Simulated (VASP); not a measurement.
# Si (P4/mbm) in VASP: relaxation of cell and atoms with PBE

Aim: the relaxation of cell and atoms of Si with PBE.

Everything below comes from runs of VASP 6.6.1. Logs are shortened: lines on timing, memory, paths and dates and some standing lists are left out, and cuts for length are marked.

### Step 1. The crystal as given

It takes space group P4/mbm (No. 127, tetragonal). Conventional cell: a = 5.847 Å, b = 5.847 Å, c = 2.317 Å, α = 90.00°, β = 90.00°, γ = 90.00°. Si (site symmetry 4/m) is surrounded by 6 Si at 2.27 to 2.32 Å. Si (site symmetry m2m) is surrounded by 5 Si at 2.26 to 2.32 Å.

The cell was built by a generator and needn't be a form met in nature.

### Step 2. Relaxation of cell and atoms, PBE

File INCAR:

```
ALGO = Normal
EDIFF = 1E-7
EDIFFG = -0.04
ENCUT = 600
GGA = PE
IBRION = 2
ISIF = 3
ISMEAR = 0
LASPH = True
LCHARG = False
LREAL = False
LWAVE = False
NELM = 100
NSW = 90
PREC = Accurate
SIGMA = 0.1
```

File KPOINTS:

```
k-points
0
Gamma
  4 4 8
```

File POSCAR:

```
Si
1.0
    5.8474099200      0.0000000000      0.0000000000
    0.0000000000      5.8474099200      0.0000000000
    0.0000000000      0.0000000000      2.3174947900
Si
6
Direct
    0.5000000000      0.5000000000      0.0000000000
    0.0000000000      0.0000000000      0.0000000000
    0.8631799800      0.6368200200      0.0000000000
    0.1368200200      0.3631799800      0.0000000000
    0.6368200200      0.1368200200      0.0000000000
    0.3631799800      0.8631799800      0.0000000000
```

Potentials or basis: VASP PAW PBE potentials, release 64 (Si).

On the command line:

```
$ cat potpaw_PBE.64/Si/POTCAR > POTCAR
$ mpirun -np 1 vasp_std > vasp.out
```

OUTCAR:

```text
EDIFF = 1E-7
   EDIFFG = -0.04
   ENCUT = 600
   GGA = PE
   IBRION = 2
   ISIF = 3
   ISMEAR = 0
   LASPH = True
   LREAL = False
   NELM = 100
   NSW = 90
   PREC = Accurate

 ion  position               nearest neighbor table
   1  0.500  0.500  0.000-   3 2.27   4 2.27   5 2.27   6 2.27
   2  0.000  0.000  0.000-   3 2.27   4 2.27   5 2.27   6 2.27
   3  0.863  0.637  0.000-   4 2.26   2 2.27   1 2.27
   4  0.137  0.363  0.000-   3 2.26   2 2.27   1 2.27
   5  0.637  0.137  0.000-   6 2.26   2 2.27   1 2.27
   6  0.363  0.863  0.000-   5 2.26   2 2.27   1 2.27

  LATTYP: Found a simple tetragonal cell.
 ALAT       =     5.8474099200
 C/A-ratio  =     0.3963284295

  Lattice vectors:

 A1 = (   5.8474099200,   0.0000000000,   0.0000000000)
 A2 = (   0.0000000000,   5.8474099200,   0.0000000000)
 A3 = (   0.0000000000,   0.0000000000,   2.3174947900)

Analysis of symmetry for initial positions (statically):
=====================================================================
 Subroutine PRICEL returns:
 Original cell was already a primitive cell.

 Routine SETGRP: Setting up the symmetry group for a
 simple tetragonal supercell.

 Subroutine GETGRP returns: Found 16 space group operations
 (whereof  8 operations were pure point group operations)
 out of a pool of 16 trial point group operations.

The static configuration has the point symmetry C_4h.
 The point group associated with its full space group is D_4h.

Analysis of symmetry for dynamics (positions and initial velocities):
=====================================================================
 Subroutine PRICEL returns:
 Original cell was already a primitive cell.

 Routine SETGRP: Setting up the symmetry group for a
 simple tetragonal supercell.

 Subroutine GETGRP returns: Found 16 space group operations
 (whereof  8 operations were pure point group operations)
 out of a pool of 16 trial point group operations.

The dynamic configuration has the point symmetry C_4h.
 The point group associated with its full space group is D_4h.

 Subroutine INISYM returns: Found 16 space group operations
 (whereof  8 operations are pure point group operations),
 and found     1 'primitive' translations

----------------------------------------------------------------------------------------

                                     Primitive cell

  volume of cell :      79.2403

  direct lattice vectors                    reciprocal lattice vectors
     5.847409920  0.000000000  0.000000000     0.171015888  0.000000000  0.000000000
     0.000000000  5.847409920  0.000000000     0.000000000  0.171015888  0.000000000
     0.000000000  0.000000000  2.317494790     0.000000000  0.000000000  0.431500431

  length of vectors
     5.847409920  5.847409920  2.317494790     0.171015888  0.171015888  0.431500431

  position of ions in fractional coordinates (direct lattice)
     0.500000000  0.500000000  0.000000000
     0.000000000  0.000000000  0.000000000
     0.863179980  0.636820020  0.000000000
     0.136820020  0.363179980  0.000000000
     0.636820020  0.136820020  0.000000000
     0.363179980  0.863179980  0.000000000

  ion indices of the primitive-cell ions
   primitive index   ion index
                 1           1
                 2           2
                 3           3
                 4           4
                 5           5
                 6           6

----------------------------------------------------------------------------------------

 KPOINTS: k-points

Automatic generation of k-mesh.
 Grid dimensions read from file:
 generate k-points for:    4    4    8

 Generating k-lattice:

  Cartesian coordinates                     Fractional coordinates (reciprocal lattice)
     0.042753972  0.000000000  0.000000000     0.250000000  0.000000000  0.000000000
     0.000000000  0.042753972  0.000000000     0.000000000  0.250000000  0.000000000
     0.000000000  0.000000000  0.053937554     0.000000000  0.000000000  0.125000000

  Length of vectors
     0.042753972  0.042753972  0.053937554

  Shift w.r.t. Gamma in fractional coordinates (k-lattice)
     0.000000000  0.000000000  0.000000000

 Subroutine IBZKPT returns following result:
 ===========================================

 Found     30 irreducible k-points:

 Following reciprocal coordinates:
            Coordinates               Weight
  0.000000  0.000000  0.000000      1.000000
  0.250000  0.000000  0.000000      4.000000
  0.500000  0.000000  0.000000      2.000000
  0.250000  0.250000  0.000000      4.000000
  0.500000  0.250000  0.000000      4.000000
  0.500000  0.500000  0.000000      1.000000
[... 16 lines left out ...]
  0.500000  0.250000  0.375000      8.000000
  0.500000  0.500000  0.375000      2.000000
 [... further k-points ...]
   k-points           NKPTS =     30   k-points in BZ     NKDIM =     30   number of bands    NBANDS=     16
   number of dos      NEDOS =    301   number of ions     NIONS =      6
   total plane-waves  NPLWV =  46080
   dimension x,y,z NGX =    48 NGY =   48 NGZ =   20
   dimension x,y,z NGXF=    96 NGYF=   96 NGZF=   40
   ions per type =               6
   NGX,Y,Z   is equivalent  to a cutoff of  13.65, 13.65, 14.35 a.u.
   NGXF,Y,Z  is equivalent  to a cutoff of  27.29, 27.29, 28.69 a.u.
 SYSTEM =  unknown system
   PREC   = accura    normal or accurate (medium, high low for compatibility)
   ISTART =      0    job   : 0-new  1-cont  2-samecut
   ICHARG =      2    charge: 1-file 2-atom 10-const
   ISPIN  =      1    spin polarized calculation?
   LNONCOLLINEAR =      F non collinear calculations
   LSORBIT =      F    spin-orbit coupling
   LASPH  =      T    aspherical Exc in radial PAW
   ENCUT  =  600.0 eV  44.10 Ry    6.64 a.u.  11.68 11.68  4.63*2*pi/ulx,y,z
   NELM   =    100;   NELMIN=  2; NELMDL= -5     # of ELM steps
   EDIFF  = 0.1E-06   stopping-criterion for ELM
   LREAL  =      F    real-space projection
   EDIFFG = -.4E-01   stopping-criterion for IOM
   NSW    =     90    number of steps for IOM
   IBRION =      2    ionic relax: 0-MD 1-quasi-New 2-CG
   NFREE  =      1    steps in history (QN), initial steepest desc. (CG)
   ISIF   =      3    stress and relaxation
   ISYM   =      2    0-nonsym 1-usesym 2-fastsym
   POTIM  = 0.5000    time-step for ionic-motion
   TEBEG  =    0.0;   TEEND  =   0.0 temperature during run
   PSTRESS=    0.0 pullay stress
   NELECT =      24.0000    total number of electrons
   NUPDOWN=      -1.0000    fix difference up-down
   EMIN   =  10.00;   EMAX   =-10.00  energy-range for DOS
   EFERMI =   0.00;   METHOD = LEGACY
   ISMEAR =     0;   SIGMA  =   0.10  broadening in eV -4-tet -1-fermi 0-gaus
   EFERMI_NEDOS =   21; number of points for ismear=-14 and -15
   IALGO  =     38    algorithm
   IMIX   =      4    mixing-type and parameters
     AMIX     =   0.40;   BMIX     =  1.00
     AMIX_MAG =   1.60;   BMIX_MAG =  1.00
  volume/ion in A,a.u.               =      13.21        89.12
  Fermi-wavevector in a.u.,A,eV,Ry     =   1.099419  2.077601 16.445667  1.208722
  Thomas-Fermi vector in A             =   2.235813
   LORBIT       =      0    0 simple, 1 ext, 2 COOP (PROOUT), +10 PAW based schemes
   GGA     = PE    functional components
   LHFCALC =     F    Hartree Fock is set to
   AEXX    =    0.0000 exact exchange contribution
   IVDW    =     0    specifies the selected vdW correction
   LEPSILON=     F    determine dielectric tensor
   LRPA    =     F    only Hartree local field effects (RPA)
 conjugate gradient relaxation of ions
 non-spin polarized calculation
 Gauss-broadening in eV      SIGMA  =   0.10
  energy-cutoff  :      600.00
  volume of cell :       79.24
 maximum number of plane-waves:      2673
 NGX is ok and might be reduce to    48
   NGX = 23   NGY = 23   NGZ =  9

--------------------------------------- Ionic step        1  -------------------------------------------

 number of electron      23.9999998 magnetization

 Free energy of the ion-electron system (eV)
  ---------------------------------------------------
  ext. energy  EPLUGINS =         0.00000000
  ---------------------------------------------------
  free energy    TOTEN  =       -27.87524236 eV

  energy without entropy =      -27.85863632  energy(sigma->0) =      -27.86693934

 E-fermi :  10.7390     XC(G=0): -11.3814

 val. band max:       10.7133741562   @ k =   0.2500   0.2500   0.2500
 cond. band min:      10.7544128985   @ k =   0.5000   0.0000   0.2500
 fundamental gap:      0.0410387423
 Fermi energy:        10.7390495599

 k-point     1 :       0.0000    0.0000    0.0000
  band No.  band energies     occupation
      1      -4.2411      2.00000
      2      -0.9567      2.00000
      3      -0.3472      2.00000
      4       0.2427      2.00000
      5       0.2427      2.00000
      6       3.1428      2.00000
[... 8 lines left out ...]
     15      15.2999      0.00000
     16      15.7731      0.00000
[... 1204 lines left out ...]
 POSITION                                       TOTAL-FORCE (eV/Angst)
 -----------------------------------------------------------------------------------
      3.17466      3.17466     -0.00000        -0.000000      0.000000      0.000000
     -0.00000      6.34931      0.00000        -0.000000      0.000000      0.000000
      5.49444      4.02953     -0.00000         0.011429     -0.011429     -0.000000
      0.85487      2.31979      0.00000        -0.011429      0.011429      0.000000
      4.02953      0.85487     -0.00000        -0.011429     -0.011429      0.000000
      2.31979      5.49444      2.56017         0.011429      0.011429     -0.000000
 -----------------------------------------------------------------------------------
    total drift:                               -0.000000      0.000000      0.000000

  FREE ENERGIE OF THE ION-ELECTRON SYSTEM (eV)
  ---------------------------------------------------
  free  energy   TOTEN  =       -30.3649040349 eV

  energy  without entropy=      -30.3426048909  energy(sigma->0) =      -30.35375446

--------------------------------------- Ionic step        9  -------------------------------------------

 number of electron      24.0000001 magnetization

 Free energy of the ion-electron system (eV)
  ---------------------------------------------------
  ext. energy  EPLUGINS =         0.00000000
  ---------------------------------------------------
  free energy    TOTEN  =       -30.36599046 eV

  energy without entropy =      -30.34461113  energy(sigma->0) =      -30.35530079

 E-fermi :   7.4599     XC(G=0): -10.3016

 val. band max:        7.4546025541   @ k =   0.0000   0.0000   0.5000
 cond. band min:       7.4904693758   @ k =   0.5000   0.0000   0.2500
 fundamental gap:      0.0358668217
 Fermi energy:         7.4598854252

 k-point     1 :       0.0000    0.0000    0.0000
  band No.  band energies     occupation
      1      -5.2985      2.00000
      2      -2.5854      2.00000
      3      -2.3531      2.00000
      4      -1.4783      2.00000
      5      -1.4783      2.00000
      6       0.5700      2.00000
[... 8 lines left out ...]
     15      11.9635      0.00000
     16      11.9635      0.00000
[... 459 lines left out ...]
 POSITION                                       TOTAL-FORCE (eV/Angst)
 -----------------------------------------------------------------------------------
      3.17932      3.17932      0.00000         0.000000      0.000000      0.000000
      6.35863      0.00000     -0.00000        -0.000000     -0.000000      0.000000
      5.50391      4.03404      0.00000         0.020390     -0.020390     -0.000000
      0.85472      2.32460      2.55008        -0.020390      0.020390      0.000000
      4.03404      0.85472     -0.00000        -0.020390     -0.020390     -0.000000
      2.32460      5.50391      0.00000         0.020390      0.020390      0.000000
 -----------------------------------------------------------------------------------
    total drift:                               -0.000000      0.000000      0.000000

  FREE ENERGIE OF THE ION-ELECTRON SYSTEM (eV)
  ---------------------------------------------------
  free  energy   TOTEN  =       -30.3659904618 eV

  energy  without entropy=      -30.3446111264  energy(sigma->0) =      -30.35530079

 reached required accuracy - stopping structural energy minimisation
```

It took 3.1 min on 1 thread of Intel Xeon Platinum 8488C (Sapphire Rapids), shared host; peak memory 0.21 GiB.

Results:

```
Free energy                            : -30.3660 eV
Relaxed volume                         : 17.18 Å³/atom
Relaxed cell                           : a = 6.359 Å, b = 6.359 Å, c = 2.550 Å, α = 90.00°, β = 90.00°, γ = 90.00°
Space group after relaxing (to 0.05 Å) : P4/mbm (No. 127)
Energy gained by relaxing              : 415.1 meV/atom
Ionic steps                            : 9
Pressure after relaxing                : -0.2 GPa
Largest force after relaxing           : 0.029 eV/Å
```

Forces on the atoms (eV/Å):
```
Si   0.000  0.000  0.000
Si   0.000  0.000  0.000
Si   0.020 -0.020  0.000
Si  -0.020  0.020  0.000
Si  -0.020 -0.020  0.000
Si   0.020  0.020  0.000
```

The path:
```
step  energy change (eV)  largest force (eV/Å)  pressure (GPa)  volume (Å³)
   1              0.0000                0.0057           42.43        79.24
   2             -1.3839                0.2277          -12.19       126.44
   3             -2.4810                0.2046           -0.08       102.89
   4             -2.4805                0.2043            0.38       102.38
   5             -2.4861                0.1044            0.39       102.41
   6             -2.4878                0.0056            0.41       102.44
   7             -2.4897                0.0153           -0.22       103.15
   8             -2.4897                0.0162           -0.27       103.21
   9             -2.4907                0.0288           -0.20       103.11
```

Final structure:
```
Si
1.0
     6.35863    0.00000    0.00000
     0.00000    6.35863    0.00000
     0.00000    0.00000    2.55008
Si
6
Direct
  0.50000 0.50000 0.00000
  0.00000 0.00000 0.00000
  0.86558 0.63442 0.00000
  0.13442 0.36558 0.00000
  0.63442 0.13442 0.00000
  0.36558 0.86558 0.00000
```

Levels at points of the mesh, in eV from the Fermi level:
```tsv
k point	band 8	band 9	band 10	band 11	band 12	band 13	band 14	band 15	band 16
(0.00, 0.00, 0.00)	-5.21	-3.89	0.41	0.47	1.53	1.53	3.72	4.50	4.50
(0.50, 0.00, 0.00)	-4.44	-1.99	-1.99	-0.62	-0.62	2.58	2.58	2.95	2.95
(0.50, 0.50, 0.00)	-4.23	-3.94	-3.94	-1.25	-1.25	2.82	2.82	3.23	3.23
(0.00, 0.00, 0.50)	-3.71	-2.74	-2.74	-2.27	-1.61	-1.61	-1.21	-0.01	2.61
(0.50, 0.00, 0.50)	-3.45	-3.20	-3.20	-1.56	-1.56	-0.81	-0.81	1.86	1.86
(0.50, 0.50, 0.50)	-4.53	-0.86	-0.86	-0.44	-0.44	-0.36	-0.36	-0.06	-0.06
```

Caveat: the volume moved by over 15 % at a fixed basis, so the end points are rough; the bands computed are all filled at some k points, so no gap is given.
